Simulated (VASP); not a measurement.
# SnO in VASP: a series of runs

One slab, SnO, is run at these levels: PBE+D3(BJ); tasks: single point.

Program: VASP 6.6.1. These are calculated values, not measurements. Logs are shortened: lines on timing, memory, paths and dates and some standing lists are left out, and cuts for length are marked.

## (1) The structure

The cell holds a slab with vacuum, 4 atoms: a = 3.821 Å, b = 3.821 Å, c = 30.633 Å, α = 90.00°, β = 90.00°, γ = 90.00°.

## (2) Single point, PBE+D3(BJ)

File INCAR:

```
SYSTEM = SnO
PREC     = Accurate       ! precision mode
ENCUT    = 520            ! plane-wave cutoff, eV
EDIFF    = 1E-6           ! SCF threshold, eV
ISMEAR   = 0              ! smearing method
SIGMA    = 0.02           ! smearing width, eV
LREAL    = .False.        ! projectors in reciprocal space
LASPH    = .True.         ! aspherical terms in the spheres
NELM     = 80             ! most SCF steps
ALGO     = Fast           ! electronic algorithm
ISIF     = 2              ! what is computed and relaxed
LWAVE    = .False.        ! write WAVECAR
LCHARG   = .False.        ! write CHGCAR
LDIPOL   = .True.       
IDIPOL   = 3            
DIPOL    = 0.5 0.5 0.500
GGA      = PE             ! functional
IVDW     = 12             ! dispersion correction
NBANDS   = 28             ! bands
```

File KPOINTS:

```
regular mesh
0
Gamma
  6 6 1
  0 0 0
```

File POSCAR:

```
SnO
1.0
    3.8205604997      0.0000000000      0.0000000000
    0.0000000000      3.8205604997      0.0000000000
    0.0000000000      0.0000000000     30.6334027786
Sn O
2 2
Direct
    0.5000000000      0.0000000000      0.4614138412
    0.0000000000      0.5000000000      0.5385861588
    0.0000000000      0.0000000000      0.5000000000
    0.5000000000      0.5000000000      0.5000000000
```

Potentials or basis: VASP PAW PBE potentials, release 64 (Sn_d, O).

On the command line:

```sh
> cat potpaw_PBE.64/Sn_d/POTCAR potpaw_PBE.64/O/POTCAR > POTCAR
> mpirun -np 1 vasp_std > vasp.out
```

OUTCAR:

```text
SYSTEM = SnO
   PREC = Accurate
   ENCUT = 520
   EDIFF = 1E-6
   ISMEAR = 0
   LREAL = .False.
   LASPH = .True.
   NELM = 80
   ISIF = 2
   GGA = PE
   IVDW = 12
 IVDW          = 12

 ion  position               nearest neighbor table
   1  0.500  0.000  0.461-   3 2.25   4 2.25   4 2.25   3 2.25   2 3.59   2 3.59   2 3.59   2 3.59

   2  0.000  0.500  0.539-   3 2.25   4 2.25   3 2.25   4 2.25   1 3.59   1 3.59   1 3.59   1 3.59

   3  0.000  0.000  0.500-   1 2.25   2 2.25   2 2.25   1 2.25
   4  0.500  0.500  0.500-   1 2.25   2 2.25   1 2.25   2 2.25

  LATTYP: Found a simple tetragonal cell.
 ALAT       =     3.8205604997
 C/A-ratio  =     8.0180389189

  Lattice vectors:

 A1 = (   3.8205604997,   0.0000000000,   0.0000000000)
 A2 = (   0.0000000000,   3.8205604997,   0.0000000000)
 A3 = (   0.0000000000,   0.0000000000,  30.6334027786)

Analysis of symmetry for initial positions (statically):
=====================================================================
 Subroutine PRICEL returns:
 Original cell was already a primitive cell.

 Routine SETGRP: Setting up the symmetry group for a
 simple tetragonal supercell.

 Subroutine GETGRP returns: Found 16 space group operations
 (whereof  8 operations were pure point group operations)
 out of a pool of 16 trial point group operations.

The static configuration has the point symmetry D_2d.
 The point group associated with its full space group is D_4h.

Analysis of symmetry for dynamics (positions and initial velocities):
=====================================================================
 Subroutine PRICEL returns:
 Original cell was already a primitive cell.

 Routine SETGRP: Setting up the symmetry group for a
 simple tetragonal supercell.

 Subroutine GETGRP returns: Found 16 space group operations
 (whereof  8 operations were pure point group operations)
 out of a pool of 16 trial point group operations.

The dynamic configuration has the point symmetry D_2d.
 The point group associated with its full space group is D_4h.

 Subroutine INISYM returns: Found 16 space group operations
 (whereof  8 operations are pure point group operations),
 and found     1 'primitive' translations

----------------------------------------------------------------------------------------

                                     Primitive cell

  volume of cell :     447.1461

  direct lattice vectors                    reciprocal lattice vectors
     3.820560500  0.000000000  0.000000000     0.261741700  0.000000000  0.000000000
[... 84 lines left out ...]
   TEBEG  =    0.0;   TEEND  =   0.0 temperature during run
   PSTRESS=    0.0 pullay stress
   NELECT =      40.0000    total number of electrons
   NUPDOWN=      -1.0000    fix difference up-down
   EMIN   =  10.00;   EMAX   =-10.00  energy-range for DOS
   EFERMI =   0.00;   METHOD = LEGACY
   ISMEAR =     0;   SIGMA  =   0.02  broadening in eV -4-tet -1-fermi 0-gaus
   EFERMI_NEDOS =   21; number of points for ismear=-14 and -15
   IALGO  =     68    algorithm
   IMIX   =      4    mixing-type and parameters
     AMIX     =   0.40;   BMIX     =  1.00
     AMIX_MAG =   1.60;   BMIX_MAG =  1.00
  volume/ion in A,a.u.               =     111.79       754.37
  Fermi-wavevector in a.u.,A,eV,Ry     =   0.732170  1.383600  7.293707  0.536072
  Thomas-Fermi vector in A             =   1.824567
   LORBIT       =      0    0 simple, 1 ext, 2 COOP (PROOUT), +10 PAW based schemes
   GGA     = PE    functional components
   LHFCALC =     F    Hartree Fock is set to
   AEXX    =    0.0000 exact exchange contribution
   IVDW    =    12    specifies the selected vdW correction
   LEPSILON=     F    determine dielectric tensor
   LRPA    =     F    only Hartree local field effects (RPA)
 non-spin polarized calculation
 RMM-DIIS sequential band-by-band and
 Gauss-broadening in eV      SIGMA  =   0.02
  energy-cutoff  :      520.00
  volume of cell :      447.15
 maximum number of plane-waves:     12070
   NGX = 15   NGY = 15   NGZ =113

 dipolmoment           0.000000      0.000000      0.000000 electrons x Angstroem

 number of electron      39.9999978 magnetization

 dipolmoment           0.000000      0.000000     -0.000000 electrons x Angstroem

 Free energy of the ion-electron system (eV)
  ---------------------------------------------------
  ext. energy  EPLUGINS =         0.00000000
  ---------------------------------------------------
  free energy    TOTEN  =       -22.57824345 eV

  energy without entropy =      -22.57824345  energy(sigma->0) =      -22.57824345

 E-fermi :  -3.4676     XC(G=0):  -2.1110

 val. band max:       -3.6089025028   @ k =   0.1667   0.1667   0.0000
 cond. band min:      -0.5166740757   @ k =   0.0000   0.0000   0.0000
 fundamental gap:      3.0922284271
 Fermi energy:        -3.4676252044

 k-point     1 :       0.0000    0.0000    0.0000
  band No.  band energies     occupation
      1     -24.1918      2.00000
      2     -23.8323      2.00000
      3     -23.7941      2.00000
      4     -23.7941      2.00000
      5     -23.7791      2.00000
      6     -23.7489      2.00000
[... 299 lines left out ...]
     27       3.9049      0.00000
     28       3.9049      0.00000

------------------------ aborting loop because EDIFF is reached ----------------------------------------

 vacuum level on the upper side and lower side of the slab       (xc-potential included)        -0.006        -0.006

 Edisp (eV)   -0.54840

 E8    (eV) :    -0.2480

  FORCE on cell =-STRESS in cart. coord.  units (eV):
  Direction    XX          YY          ZZ          XY          YZ          ZX
  --------------------------------------------------------------------------------------
  -------------------------------------------------------------------------------------
  Total       0.08631     0.08631     0.13829     0.00000     0.00000     0.00000
  in kB       0.30928     0.30928     0.49550     0.00000     0.00000     0.00000
  external pressure =        0.37 kB  Pullay stress =        0.00 kB

 VOLUME and BASIS-vectors are now :
 -----------------------------------------------------------------------------
  energy-cutoff  :      520.00
  volume of cell :      447.15
      direct lattice vectors                 reciprocal lattice vectors
     3.820560500  0.000000000  0.000000000     0.261741700  0.000000000  0.000000000
     0.000000000  3.820560500  0.000000000     0.000000000  0.261741700  0.000000000
     0.000000000  0.000000000 30.633402779     0.000000000  0.000000000  0.032644104

 POSITION                                       TOTAL-FORCE (eV/Angst)
 -----------------------------------------------------------------------------------
      1.91028      0.00000     14.13468        -0.000000      0.000000     -0.085886
      0.00000      1.91028     16.49873         0.000000      0.000000      0.085886
      0.00000      0.00000     15.31670         0.000000      0.000000      0.000000
      1.91028      1.91028     15.31670         0.000000     -0.000000      0.000000
 -----------------------------------------------------------------------------------
    total drift:                                0.000000      0.000000     -0.000000

  FREE ENERGIE OF THE ION-ELECTRON SYSTEM (eV)
  ---------------------------------------------------
  free  energy   TOTEN  =       -23.1266476484 eV

  energy  without entropy=      -23.1266476484  energy(sigma->0) =      -23.12664765

 vacuum level on the upper side and lower side of the slab         1.783         1.783
```

Run time: 3.1 min. Hardware: 1 thread of Intel Xeon Platinum 8259CL at 2.50GHz (Skylake/Cascade Lake), shared host; peak memory 0.47 GiB.

Results:

```yaml
Free_energy: -23.1266 eV
Largest_force: 0.086 eV/Å
Band_gap_on_the_k_mesh: 3.09 eV, indirect (least direct gap 3.14 eV)
Dispersion_energy_per_atom: -0.137 eV
```

Forces in eV/Å, atoms in the order of the input:
```
Sn   0.000  0.000 -0.086
Sn   0.000  0.000  0.086
O    0.000  0.000  0.000
O    0.000  0.000  0.000
```

Caveat: spin-orbit coupling is left out, which moves the levels of the heavy elements.

## (3) Single point, PBE+D3(BJ)

This run uses another cell than the first one, of 112.76 Å³/atom, 1.009 times its volume.

File INCAR:

```
SYSTEM = SnO
PREC     = Accurate       ! precision mode
ENCUT    = 520            ! plane-wave cutoff, eV
EDIFF    = 1E-6           ! SCF threshold, eV
ISMEAR   = 0              ! smearing method
SIGMA    = 0.02           ! smearing width, eV
LREAL    = .FALSE.        ! projectors in reciprocal space
LASPH    = .TRUE.         ! aspherical terms in the spheres
NELM     = 100            ! most SCF steps
ALGO     = Fast           ! electronic algorithm
ISIF     = 2              ! what is computed and relaxed
LWAVE    = .FALSE.        ! write WAVECAR
LCHARG   = .FALSE.        ! write CHGCAR
LDIPOL   = .TRUE.       
IDIPOL   = 3            
DIPOL    = 0.5 0.5 0.500
GGA      = PE             ! functional
IVDW     = 12             ! dispersion correction
NBANDS   = 28             ! bands
```

File KPOINTS:

```
Automatic mesh
0
G
  6 6 1
  0 0 0
```

File POSCAR:

```
SnO
1.0
    3.8370963268      0.0000000000      0.0000000000
    0.0000000000      3.8370963268      0.0000000000
    0.0000000000      0.0000000000     30.6334027786
Sn O
2 2
Direct
    0.5000000000      0.0000000000      0.4621866789
    0.0000000000      0.5000000000      0.5378133211
    0.0000000000      0.0000000000      0.5000000000
    0.5000000000      0.5000000000      0.5000000000
```

Potentials or basis: VASP PAW PBE potentials, release 64 (Sn_d, O).

On the command line:

```sh
> cat potpaw_PBE.64/Sn_d/POTCAR potpaw_PBE.64/O/POTCAR > POTCAR
> mpirun -np 1 vasp_std > vasp.out
```

Wall time 4.1 min (1 thread of Intel Xeon Platinum 8259CL at 2.50GHz (Skylake/Cascade Lake), shared host); peak memory 0.52 GiB.

It converged, with:

```yaml
Free_energy: -23.1167 eV
Largest_force: 0.416 eV/Å
Band_gap_on_the_k_mesh: 2.97 eV, indirect (least direct gap 3.01 eV)
Dispersion_energy_per_atom: -0.136 eV
```

Forces on the atoms (eV/Å):
```
Sn   0.000  0.000 -0.416
Sn   0.000  0.000  0.416
O    0.000  0.000  0.000
O    0.000  0.000  0.000
```

Levels at points of the mesh, in eV from the valence-band top:
```csv
k point,band 17,band 18,band 19,band 20,band 21,band 22,band 23,band 24
"(0.00, 0.00, 0.00)",-2.17,-1.86,-1.86,-0.04,2.97,2.99,5.18,5.24
"(0.50, 0.00, 0.00)",-3.47,-3.47,-0.53,-0.53,3.23,3.23,5.69,5.69
"(0.50, 0.50, 0.00)",-1.21,-1.21,-0.68,-0.68,3.13,3.13,5.25,5.25
```

Caveat: spin-orbit coupling is left out, which moves the levels of the heavy elements. PBE gaps usually lie below the measured ones, often by a third to a half.
